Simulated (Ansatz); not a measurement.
# Na₂S, space group Fm-3m: a single point

Program: Ansatz's Python interface.

`scf_na2s.py`
```python
import ansatz as az
from pymatgen.core import Lattice, Structure
from pymatgen.io.ase import AseAtomsAdaptor


def main() -> None:
    pmg_structure = Structure(
        Lattice([[0.0, 3.2735, 3.2735], [3.2735, 0.0, 3.2735], [3.2735, 3.2735, 0.0]]),
        ["Na", "Na", "S"],
        [
            [0.25, 0.25, 0.25],
            [0.75, 0.75, 0.75],
            [0.0, 0.0, 0.0],
        ],
    )
    cell = az.Crystal.from_ase(AseAtomsAdaptor.get_atoms(pmg_structure))

    calculation = (
        cell.calculation()
        .kpoints(spacing=0.78)
        .functional("hse06", dispersion="d3bjatm")
        .accuracy("medium")
        .initial_density(normalization="cell")
        .pseudopotentials("nc")
        .occupations("fixed")
        .compute(forces=True)
    )
    result = calculation.run(threads=1, backend="cpu")
    summary = result.report

    energy = summary["free_energy_ev"]
    print("Na2S: {:.6f} eV = {:.6f} Ry = {:.6f} Ha".format(energy, energy / 13.605693, energy / 27.211386))
    print("Fermi level {:.4f} eV, {} k-points, {} symmetry operations".format(summary["fermi_energy_ev"], summary["n_kpoints"], summary["n_symmetry_ops"]))

    print("forces (eV/A)")
    for site, force in zip(result.lattice.sites, summary["forces_ev_ang"]):
        print(f"  {site.symbol:2s} {force[0]:9.4f} {force[1]:9.4f} {force[2]:9.4f}")

    used = summary["setup"]
    print("cutoffs (eV):", used["ecut_ev"], used["ecutrho_ev"], " FFT grid:", used["fft_dense"])
    print("cell volume {:.3f} A^3, {} symmetry operations".format(used["cell_volume_ang3"], used["n_sym_ops"]))


if __name__ == "__main__":
    main()
```

```console
$ python scf_na2s.py
DeckWarning: basis.ecutwfc = 1197.300995 eV, auto-derived from the records' recommended cutoffs: set by Na (normal level)
Na2S: -2787.689721 eV = -204.891417 Ry = -102.445709 Ha
Fermi level 1.2554 eV, 4 k-points, 48 symmetry operations
forces (eV/A)
  Na    0.0000    0.0000   -0.0000
  Na    0.0000    0.0000   -0.0000
  S     0.0000   -0.0000   -0.0000
cutoffs (eV): 1197.300995 4789.20398  FFT grid: [54, 54, 54]
cell volume 70.156 A^3, 48 symmetry operations
```
(Warnings from the package without file and line.)

Notes:
- The settings weren't tested for convergence.
- Such functionals run on norm-conserving files made under PBE, which can move pressures by some GPa.
- The Fermi level of a run with fixed occupations marks the highest occupied state on its mesh, not mid-gap.
- Energy and stress may still move on a finer k-point mesh.
- The zero of the levels is a convention of the potentials, so an absolute Fermi energy is no work function.
- The structure is a deposited one; some such entries were measured under pressure or heat, so a shift against it needn't be the functional's error alone.

(Lines on the test bed's own set-up are left out of the output.)
